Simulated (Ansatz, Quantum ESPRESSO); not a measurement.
# Li and the functional, program beside program

The cell as given:

Symmetry: Im-3m, No. 229, cubic system. The conventional cell has a = 3.509 Å, b = 3.509 Å, c = 3.509 Å, α = 90.00°, β = 90.00°, γ = 90.00°. Around Li (site symmetry m-3m) lie 8 Li at 3.04 Å.

Kept alike: task relaxation of cell and atoms; k mesh 11 × 11 × 11; occupations fermi-dirac, width 0.05 eV; no spin polarisation. The mesh is that of the run's cell of 1 atom. No spin-orbit coupling.

- A: Ansatz, Ansatz PAW, made for PBE, cutoff 420 eV
- B: Quantum ESPRESSO, SG15 PBE 1.2, made for PBE, cutoff 952 eV

| functional | A: volume (Å³/atom) | B: volume (Å³/atom) |
| --- | --- | --- |
| BLYP | 20.025 | 20.063 |
| LDA | 19.016 | 19.113 |
| PBE | 20.174 | 20.240 |
| PBEsol | 20.156 | 20.303 |
| RPBE | 21.038 | 20.906 |
| revPBE | 21.114 | 21.102 |

Values on potentials made for another functional: A at BLYP, LDA, PBEsol, RPBE, revPBE; B at BLYP, LDA, PBEsol, RPBE, revPBE. Values hold for each row's relaxed cell, which stops near the pressure aimed at (zero). Ansatz's stress holds its Pulay term. For a metal such a mesh leaves the last digits unconverged.

Problem. How large is the effect of the functional, and do the programs agree on it?

Solution. From LDA to revPBE the volume moves by +2.098 in A, +1.989 in B (Å³/atom). Row by row the programs differ by 0.012 to 0.147, and over this span the shifts, as printed, agree within about 5 %. Shifts from LDA: BLYP +1.009, +0.950; PBE +1.158, +1.127; PBEsol +1.140, +1.190; RPBE +2.022, +1.793; revPBE +2.098, +1.989; the programs' shifts differ by up to 0.229.
